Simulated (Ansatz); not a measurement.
Here is an Ansatz 0.2.0 calculation.

The input input.yaml:

```yaml
crystal:
  lattice:
    - [3.3717, 0.0, 0.0]
    - [-1.68585, 2.9199778539, 0.0]
    - [0.0, 0.0, 5.3855]
  atoms:
    - { symbol: Mn, position: [0.6666666667, 0.3333333333, 0.51096] }
    - { symbol: Mn, position: [0.3333333333, 0.6666666667, 0.01096] }
    - { symbol: O, position: [0.6666666667, 0.3333333333, 0.87547] }
    - { symbol: O, position: [0.3333333333, 0.6666666667, 0.37547] }
hamiltonian:
  xc: pbesol
  pseudopotentials: { kind: paw }
kpoints:
  mp_grid: { grid: [9, 9, 5] }
scf:
  occupations: { method: fermi_dirac, width: 0.05 }
output:
  forces: true
  stress: true
  eigenvalues: true
```

Potentials or basis: Ansatz PAW.

Command:

```console
$ ansatz run input.yaml --threads 2 --pin off --max-ram 5632MiB --backend cpu --events-out ev --progress --plain --runs-dir out
```

(1) Predict the largest force.

(2) Estimate the pressure.

(3) What does it give for the band gap on the k mesh?

## Answers

(1) 0.235 eV/Å.

(2) -35.1 GPa.

(3) none (metal or under the smearing width).

Caveat: a pressure of tens of GPa on the cell as given is suspect, and the run, the potentials or the cell itself is likely at fault; the pressure holds a Pulay correction of +0.5 GPa for the finite cutoff; the run has no spin polarisation, though such a crystal can be magnetic; semilocal functionals often make such compounds metallic where correlation or magnetic order opens a gap, which also shifts bond lengths; the PAW data sets come from PBE, with cores solved anew for the run's functional, which leaves a small shift of forces and pressure.
